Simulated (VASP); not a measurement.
# W (Im-3m) in VASP: notebook, part 2 of 3

VASP 6.6.1. Earlier steps stand in the parts before.

### 4 Core levels, PBE+rVV10, collinear spin, ferromagnetic start (cell strained at random at fixed volume)

Input file INCAR:

```
SYSTEM = W
PREC = Accurate ; ENCUT = 520
EDIFF = 1E-7 ; ISMEAR = 1
SIGMA = 0.2 ; LREAL = .FALSE.
LASPH = .TRUE. ; NELM = 100
ALGO = Normal ; ISIF = 2
LWAVE = .FALSE. ; LCHARG = .FALSE.
ISPIN = 2 ; MAGMOM = 0.5
LORBIT = 11 ; LMAXMIX = 4
GGA = PE ; LUSE_VDW = .TRUE.
IVDW_NL = 2 ; BPARAM = 10.0
CPARAM = 0.0093 ; ICORELEVEL = 1
```

Input file KPOINTS:

```
Automatic mesh
0
G
  12 12 12
  0 0 0
```

Input file POSCAR:

```
W
1.0
   -1.5448010000      1.6150760000      1.6310250000
    1.5711460000     -1.5452470000      1.5875410000
    1.5456960000      1.5461430000     -1.5611960000
W
1
Direct
    0.0109310000      0.0077030000      0.0229730000
```

Potentials or basis: VASP PAW PBE potentials, release 64 (W_sv).

Launch:

```console
$ cat potpaw_PBE.64/W_sv/POTCAR > POTCAR
$ mpirun -np 1 vasp_std > vasp.out
```

OUTCAR:

```text
SYSTEM = W
   PREC = Accurate
   ENCUT = 520
   EDIFF = 1E-7
   ISMEAR = 1
   LREAL = .FALSE.
   LASPH = .TRUE.
   NELM = 100
   ISIF = 2
   ISPIN = 2
   LORBIT = 11
   GGA = PE
   IVDW_NL = 2
   BPARAM = 10.0

 ion  position               nearest neighbor table
   1  0.011  0.008  0.023-

  LATTYP: Found a triclinic cell.
 ALAT       =     2.7159849909
 B/A-ratio  =     1.6341463747
 C/A-ratio  =     0.9891291719
 COS(alpha) =     0.0001775861
 COS(beta)  =     0.3342917629
 COS(gamma) =     0.8055193714

  Lattice vectors:

 A1 = (  -1.5711460000,   1.5452470000,  -1.5875410000)
 A2 = (  -3.1159470000,   3.1603230000,   0.0434840000)
 A3 = (   1.5456960000,   1.5461430000,  -1.5611960000)

Analysis of symmetry for initial positions (statically):
=====================================================================
 Subroutine PRICEL returns:
 Original cell was already a primitive cell.

 Routine SETGRP: Setting up the symmetry group for a
 triclinic supercell.

 Subroutine GETGRP returns: Found  2 space group operations
 (whereof  1 operations were pure point group operations)
 out of a pool of  2 trial point group operations.

The static configuration has the point symmetry C_1 .
 The point group associated with its full space group is S_2 .

Analysis of symmetry for dynamics (positions and initial velocities):
=====================================================================
 Subroutine PRICEL returns:
 Original cell was already a primitive cell.

 Routine SETGRP: Setting up the symmetry group for a
 triclinic supercell.

 Subroutine GETGRP returns: Found  2 space group operations
 (whereof  1 operations were pure point group operations)
 out of a pool of  2 trial point group operations.

The dynamic configuration has the point symmetry C_1 .
 The point group associated with its full space group is S_2 .

Analysis of structural, dynamic, and magnetic symmetry:
=====================================================================
 Subroutine PRICEL returns:
 Original cell was already a primitive cell.

 Routine SETGRP: Setting up the symmetry group for a
 triclinic supercell.

 Subroutine GETGRP returns: Found  2 space group operations
 (whereof  1 operations were pure point group operations)
 out of a pool of  2 trial point group operations.

The overall configuration has the point symmetry C_1 .
 The point group associated with its full space group is S_2 .

 Subroutine INISYM returns: Found  2 space group operations
 (whereof  1 operations are pure point group operations),
 and found     1 'primitive' translations

----------------------------------------------------------------------------------------

                                     Primitive cell

  volume of cell :      15.8476

  direct lattice vectors                    reciprocal lattice vectors
    -1.544801000  1.615076000  1.631025000    -0.002658571  0.309619246  0.304001732
     1.571146000 -1.545247000  1.587541000     0.318234142 -0.006898941  0.308242201
     1.545696000  1.546143000 -1.561196000     0.320826823  0.316452501 -0.009491725

  length of vectors
     2.766789324  2.715984991  2.686459985     0.433921880  0.443095722  0.450735098

  position of ions in fractional coordinates (direct lattice)
     0.010931000  0.007703000  0.022973000

  ion indices of the primitive-cell ions
   primitive index   ion index
                 1           1

----------------------------------------------------------------------------------------

 KPOINTS: Automatic mesh
[... 118 lines left out ...]
   LORBIT       =     11    0 simple, 1 ext, 2 COOP (PROOUT), +10 PAW based schemes
   GGA     = PE    functional components
   LHFCALC =     F    Hartree Fock is set to
   AEXX    =    0.0000 exact exchange contribution
   IVDW_NL    =     2    kernel type
   BPARAM     =10.0000
   IVDW    =     0    specifies the selected vdW correction
   LEPSILON=     F    determine dielectric tensor
   LRPA    =     F    only Hartree local field effects (RPA)
 spin polarized calculation
 Methfessel and Paxton  Order N= 1 SIGMA  =   0.20
  energy-cutoff  :      520.00
  volume of cell :       15.85
 maximum number of plane-waves:       438
 NGX is ok and might be reduce to    24

 number of electron      14.0000001 magnetization      -0.0000198

 number of electron      14.0000001 magnetization       0.0000055

 Free energy of the ion-electron system (eV)
  ---------------------------------------------------
  ext. energy  EPLUGINS =         0.00000000
  ---------------------------------------------------
  free energy    TOTEN  =       -12.65151305 eV

  energy without entropy =      -12.65102322  energy(sigma->0) =      -12.65134977

 the core state eigenenergies are
   1-  1s -69451.6089  2s -11972.1737  2p -10465.7787  3s  -2744.7862  3p  -2298.8995
       3d  -1786.8591  4s   -553.2582  4p   -407.0472  4d   -221.9310  4f    -16.8385

 E-fermi :  11.3834     XC(G=0): -13.6638

 val. band max:       11.3826337311   @ k =   0.0833   0.0000   0.5000
 cond. band min:      11.3834403460   @ k =   0.4167   0.5000   0.0833
 fundamental gap:      0.0008066149
 Fermi energy:        11.3833514261

 spin component 1

 k-point     1 :       0.0000    0.0000    0.0000
  band No.  band energies     occupation
      1     -62.7214      1.00000
      2     -26.3643      1.00000
      3     -26.2721      1.00000
      4     -26.2042      1.00000
      5       1.7809      1.00000
      6       9.8507      1.00000
      7       9.9988      1.00000
      8      10.7425      1.00003
      9      13.5259     -0.00000
     10      13.9636     -0.00000
     11      25.3585      0.00000
[... 534 lines left out ...]
  band No.  band energies     occupation
      1     -62.6343      1.00000
      2     -27.1118      1.00000
      3     -26.6041      1.00000
      4     -26.2805      1.00000
      5       4.9323      1.00000
      6       8.3949      1.00000
      7       9.4193      1.00000
      8      13.3158     -0.00000
      9      14.0737     -0.00000
     10      14.3869     -0.00000
     11      25.4788      0.00000

 [... further k-points ...]

 spin component 2

 k-point     1 :       0.0000    0.0000    0.0000
  band No.  band energies     occupation
      1     -62.7215      1.00000
      2     -26.3643      1.00000
      3     -26.2722      1.00000
      4     -26.2043      1.00000
      5       1.7808      1.00000
      6       9.8507      1.00000
      7       9.9988      1.00000
      8      10.7425      1.00003
      9      13.5259     -0.00000
     10      13.9636     -0.00000
     11      25.3585      0.00000
[... 534 lines left out ...]
  band No.  band energies     occupation
      1     -62.6344      1.00000
      2     -27.1119      1.00000
      3     -26.6042      1.00000
      4     -26.2805      1.00000
      5       4.9323      1.00000
      6       8.3949      1.00000
      7       9.4193      1.00000
      8      13.3158     -0.00000
      9      14.0737     -0.00000
     10      14.3869     -0.00000
     11      25.4788      0.00000

 [... further k-points ...]

------------------------ aborting loop because EDIFF is reached ----------------------------------------

 total charge

# of ion       s       p       d       tot
------------------------------------------
    1        2.403   6.343   3.355  12.101

 magnetization (x)

# of ion       s       p       d       tot
------------------------------------------
    1       -0.000  -0.000  -0.000  -0.000

  FORCE on cell =-STRESS in cart. coord.  units (eV):
  Direction    XX          YY          ZZ          XY          YZ          ZX
  --------------------------------------------------------------------------------------
  -------------------------------------------------------------------------------------
  Total        1.0294531      0.4470171     -0.1011376      0.0629351     -0.6393614     -0.2195031
  in kB      104.0767134     45.1930031    -10.2249164      6.3626758    -64.6388204    -22.1915568
  external PRESSURE =      46.3482667 kB  Pullay stress =       0.0000000 kB

 VOLUME and BASIS-vectors are now :
 -----------------------------------------------------------------------------
  energy-cutoff  :      520.00
  volume of cell :       15.85
      direct lattice vectors                 reciprocal lattice vectors
    -1.544801000  1.615076000  1.631025000    -0.002658571  0.309619246  0.304001732
     1.571146000 -1.545247000  1.587541000     0.318234142 -0.006898941  0.308242201
     1.545696000  1.546143000 -1.561196000     0.320826823  0.316452501 -0.009491725

 POSITION                                       TOTAL-FORCE (eV/Angst)
 -----------------------------------------------------------------------------------
      0.03073      0.04127     -0.00581         0.000000      0.000000      0.000000
 -----------------------------------------------------------------------------------
    total drift:                                0.000006      0.000002      0.000004

  FREE ENERGIE OF THE ION-ELECTRON SYSTEM (eV)
  ---------------------------------------------------
  free  energy   TOTEN  =       -12.6515130455 eV

  energy  without entropy=      -12.6510232168  energy(sigma->0) =      -12.65134977

 total charge

# of ion       s       p       d       tot
------------------------------------------
    1        2.403   6.343   3.355  12.101

 magnetization (x)

# of ion       s       p       d       tot
------------------------------------------
    1       -0.000  -0.000  -0.000  -0.000
```

OSZICAR:

```text
N       E                     dE             d eps       ncg     rms          rms(c)
DAV:   1     0.773180359616E+02    0.77318E+02   -0.76304E+03 38267   0.139E+03
DAV:   2    -0.116812088739E+02   -0.88999E+02   -0.85930E+02 41125   0.336E+02
DAV:   3    -0.132525630169E+02   -0.15714E+01   -0.15554E+01 43856   0.438E+01
DAV:   4    -0.132607839142E+02   -0.82209E-02   -0.82199E-02 41066   0.347E+00
DAV:   5    -0.132608512806E+02   -0.67366E-04   -0.67365E-04 42971   0.317E-01    0.214E+01
DAV:   6    -0.127864143071E+02    0.47444E+00   -0.59111E-01 40970   0.103E+01    0.858E+00
DAV:   7    -0.126529095431E+02    0.13350E+00   -0.31007E-01 42695   0.696E+00    0.164E+00
DAV:   8    -0.126535935582E+02   -0.68402E-03   -0.36655E-03 39824   0.775E-01    0.574E-01
DAV:   9    -0.126515649787E+02    0.20286E-02   -0.61258E-04 43128   0.370E-01    0.274E-01
DAV:  10    -0.126515062310E+02    0.58748E-04   -0.26962E-04 39763   0.238E-01    0.413E-02
DAV:  11    -0.126515158379E+02   -0.96069E-05   -0.11330E-05 42123   0.454E-02    0.272E-02
DAV:  12    -0.126515139833E+02    0.18546E-05   -0.39514E-06 40076   0.272E-02    0.791E-03
DAV:  13    -0.126515133591E+02    0.62419E-06   -0.69470E-07 40111   0.125E-02    0.974E-04
DAV:  14    -0.126515131416E+02    0.21757E-06   -0.52416E-08 20389   0.386E-03    0.644E-04
DAV:  15    -0.126515130455E+02    0.96075E-07   -0.12739E-08 19321   0.173E-03
   1 F= -.12651513E+02 E0= -.12651350E+02  d E =-.489829E-03  mag=    -0.0000
```

stdout:

```text
POSCAR found type information on POSCAR W
 POSCAR found :  1 types and       1 ions
 scaLAPACK will be used
 -----------------------------------------------------------------------------
|                                                                             |
|                                                                             |
|     You have switched on vdW-DFT.                                           |
[... 22 lines left out ...]
Total rVV10 correction in eV:      0.2734499    14.4825644
Total rVV10 correction in eV:      0.2734518    14.4825644
Total rVV10 correction in eV:      0.2734844    14.4825644
Total rVV10 correction in eV:      0.2734942    14.4825644
Total rVV10 correction in eV:      0.2734953    14.4825644
Total rVV10 correction in eV:      0.2734962    14.4825644
Total rVV10 correction in eV:      0.2734967    14.4825644
Total rVV10 correction in eV:      0.2734965    14.4825644
```

It took 2.6 min on 1 thread of Intel Xeon Platinum 8559C (Emerald Rapids), shared host; peak memory 0.39 GiB.

What came out:

| Quantity | Value |
| --- | --- |
| Free energy | -12.6515 eV |
| Pressure | 4.6 GPa |
| Band gap on the k mesh | none (metal or under the smearing width) |
| Net moment | 0.00 μB per cell |
| Valence electrons inside the program's atomic spheres | W 12.10 |

Levels at points of the mesh, in eV from the Fermi level:
Spin up:
| k point | band 4 | band 5 | band 6 | band 7 | band 8 | band 9 | band 10 | band 11 |
| --- | --- | --- | --- | --- | --- | --- | --- | --- |
| (0.00, 0.00, 0.00) | -37.59 | -9.60 | -1.53 | -1.38 | -0.64 | 2.14 | 2.58 | 13.98 |
| (0.50, 0.00, 0.00) | -37.60 | -6.29 | -3.43 | 0.24 | 2.23 | 3.44 | 5.88 | 10.43 |
| (0.00, 0.50, 0.00) | -37.64 | -6.25 | -3.55 | 0.58 | 2.25 | 3.40 | 6.04 | 10.96 |
| (0.50, 0.50, 0.00) | -37.67 | -6.23 | -3.76 | 0.85 | 2.52 | 3.37 | 6.25 | 11.39 |
| (0.00, 0.00, 0.50) | -37.68 | -6.22 | -3.74 | 0.85 | 2.50 | 3.35 | 6.18 | 11.38 |
| (0.50, 0.00, 0.50) | -37.68 | -6.22 | -3.47 | 0.85 | 2.02 | 3.13 | 6.27 | 11.38 |
| (0.00, 0.50, 0.50) | -37.71 | -6.21 | -3.19 | 0.97 | 1.65 | 2.71 | 6.49 | 11.29 |
| (0.50, 0.50, 0.50) | -38.50 | -5.82 | -5.76 | 4.68 | 5.28 | 5.73 | 7.73 | 8.45 |
Spin down:
```tsv
k point	band 4	band 5	band 6	band 7	band 8	band 9	band 10	band 11
(0.00, 0.00, 0.00)	-37.59	-9.60	-1.53	-1.38	-0.64	2.14	2.58	13.98
(0.50, 0.00, 0.00)	-37.60	-6.29	-3.43	0.24	2.23	3.44	5.88	10.43
(0.00, 0.50, 0.00)	-37.64	-6.25	-3.55	0.58	2.25	3.40	6.04	10.96
(0.50, 0.50, 0.00)	-37.67	-6.23	-3.76	0.85	2.52	3.37	6.25	11.29
(0.00, 0.00, 0.50)	-37.68	-6.22	-3.74	0.85	2.50	3.35	6.18	11.38
(0.50, 0.00, 0.50)	-37.68	-6.22	-3.47	0.85	2.02	3.13	6.27	11.38
(0.00, 0.50, 0.50)	-37.71	-6.21	-3.19	0.97	1.65	2.71	6.49	11.29
(0.50, 0.50, 0.50)	-38.50	-5.82	-5.76	4.68	5.28	5.73	7.73	8.45
```

Core levels (eV, on the scale of the bands):
```
atom                                                                                                                levels
 1 W  1s -69451.6, 2s -11972.2, 2p -10465.8, 3s -2744.8, 3p -2298.9, 3d -1786.9, 4s -553.3, 4p -407.0, 4d -221.9, 4f -16.8
```

The run has no spin-orbit coupling, so splittings on W are missing.

### 5 Equation of state, r2SCAN, 14.90 Å³/atom (volume scaled by 0.94)

Input file INCAR:

```
PREC = Accurate
ENCUT = 520
EDIFF = 1E-6
ISMEAR = -1
SIGMA = 0.05
LREAL = False
LASPH = True
NELM = 60
ALGO = Normal
ISIF = 2
LWAVE = False
LCHARG = False
METAGGA = R2SCAN
LMIXTAU = True
```

Input file KPOINTS:

```
regular mesh
0
Gamma
  12 12 12
```

Input file POSCAR:

```
W
1.0
   -1.5500431812      1.5500431812      1.5500431812
    1.5500431812     -1.5500431812      1.5500431812
    1.5500431812      1.5500431812     -1.5500431812
W
1
Direct
    0.0000000000      0.0000000000      0.0000000000
```

Potentials or basis: VASP PAW PBE potentials, release 64 (W_sv).

Launch:

```console
$ cat potpaw_PBE.64/W_sv/POTCAR > POTCAR
$ mpirun -np 1 vasp_std > vasp.out
```

OUTCAR:

```text
PREC = Accurate
   ENCUT = 520
   EDIFF = 1E-6
   ISMEAR = -1
   LREAL = False
   LASPH = True
   NELM = 60
   ISIF = 2
   METAGGA = R2SCAN

 Found     72 irreducible k-points:

 Following reciprocal coordinates:
            Coordinates               Weight
  0.000000  0.000000  0.000000      1.000000
  0.083333  0.000000  0.000000     12.000000
  0.166667  0.000000  0.000000     12.000000
  0.250000  0.000000  0.000000     12.000000
  0.333333  0.000000  0.000000     12.000000
[... 157 lines left out ...]

 [... further k-points ...]

------------------------ aborting loop because EDIFF is reached ----------------------------------------

  FORCE on cell =-STRESS in cart. coord.  units (eV):
  Direction    XX          YY          ZZ          XY          YZ          ZX
  --------------------------------------------------------------------------------------
  -------------------------------------------------------------------------------------
  Total        2.3926197      2.3926197      2.3926197     -0.0000000      0.0000000     -0.0000000
  in kB      257.3314544    257.3314544    257.3314544     -0.0000000      0.0000000     -0.0000000
  external PRESSURE =     257.3314544 kB  Pullay stress =       0.0000000 kB

 VOLUME and BASIS-vectors are now :
 -----------------------------------------------------------------------------
  energy-cutoff  :      520.00
  volume of cell :       14.90
      direct lattice vectors                 reciprocal lattice vectors
    -1.550043181  1.550043181  1.550043181     0.000000000  0.322571659  0.322571659
     1.550043181 -1.550043181  1.550043181     0.322571659  0.000000000  0.322571659
     1.550043181  1.550043181 -1.550043181     0.322571659  0.322571659  0.000000000

 POSITION                                       TOTAL-FORCE (eV/Angst)
 -----------------------------------------------------------------------------------
      0.00000      0.00000      0.00000        -0.000000     -0.000000     -0.000000
 -----------------------------------------------------------------------------------
    total drift:                                0.000000     -0.000000      0.000000

  FREE ENERGIE OF THE ION-ELECTRON SYSTEM (eV)
  ---------------------------------------------------
  free  energy   TOTEN  =       -51.2736733236 eV

  energy  without entropy=      -51.2689197546  energy(sigma->0) =      -51.27129654
```

stdout:

```text
POSCAR found type information on POSCAR W
 POSCAR found :  1 types and       1 ions
 scaLAPACK will be used
 -----------------------------------------------------------------------------
|                                                                             |
|                                                                             |
|     You enforced a specific xc type in the INCAR file but a different       |
|     I HOPE YOU KNOW WHAT YOU ARE DOING!                                     |
|                                                                             |
 -----------------------------------------------------------------------------

 LDA part: xc-table for (None), standard interpolation
 POSCAR, INCAR and KPOINTS ok, starting setup
 FFT: planning ... GRIDC
 FFT: planning ... GRID_SOFT
 FFT: planning ... GRID
 WAVECAR not read
 entering main loop
```

It took 31 s on 1 thread of AMD EPYC 9R45 (Zen 5), shared host; peak memory 0.1 GiB.

What came out:

```
Free energy            : -51.2737 eV
Pressure               : 25.7 GPa
Band gap on the k mesh : none (metal or under the smearing width)
```

Caveat: the PAW data sets were made with another functional, which shifts forces and pressure a little.

### 6 Equation of state, r2SCAN, 15.21 Å³/atom (volume scaled by 0.96)

Input file INCAR:

```
SYSTEM = W
PREC     = Accurate       ! precision mode
ENCUT    = 520            ! plane-wave cutoff, eV
EDIFF    = 1E-6           ! SCF threshold, eV
ISMEAR   = -1             ! smearing method
SIGMA    = 0.05           ! smearing width, eV
LREAL    = .FALSE.        ! projectors in reciprocal space
LASPH    = .TRUE.         ! aspherical terms in the spheres
NELM     = 100            ! most SCF steps
ALGO     = Normal         ! electronic algorithm
ISIF     = 2              ! what is computed and relaxed
LWAVE    = .FALSE.        ! write WAVECAR
LCHARG   = .FALSE.        ! write CHGCAR
METAGGA  = R2SCAN         ! meta-GGA
LMIXTAU  = .TRUE.
```

Input file KPOINTS:

```
Automatic mesh
0
G
  12 12 12
  0 0 0
```

Input file POSCAR:

```
W
1.0
   -1.5609593379      1.5609593379      1.5609593379
    1.5609593379     -1.5609593379      1.5609593379
    1.5609593379      1.5609593379     -1.5609593379
W
1
Direct
    0.0000000000      0.0000000000      0.0000000000
```

Potentials or basis: VASP PAW PBE potentials, release 64 (W_sv).

Launch:

```console
$ cat potpaw_PBE.64/W_sv/POTCAR > POTCAR
$ mpirun -np 1 vasp_std > vasp.out
```

It took 32 s on 1 thread of AMD EPYC 9R45 (Zen 5), shared host; peak memory 0.1 GiB.

It converged, with:

```yaml
Free_energy: -51.3164 eV
Pressure: 17.4 GPa
Band_gap_on_the_k_mesh: none (metal or under the smearing width)
```

Caveat: the PAW data sets were made with another functional, which shifts forces and pressure a little.

(Continued in part 3 of 3.)
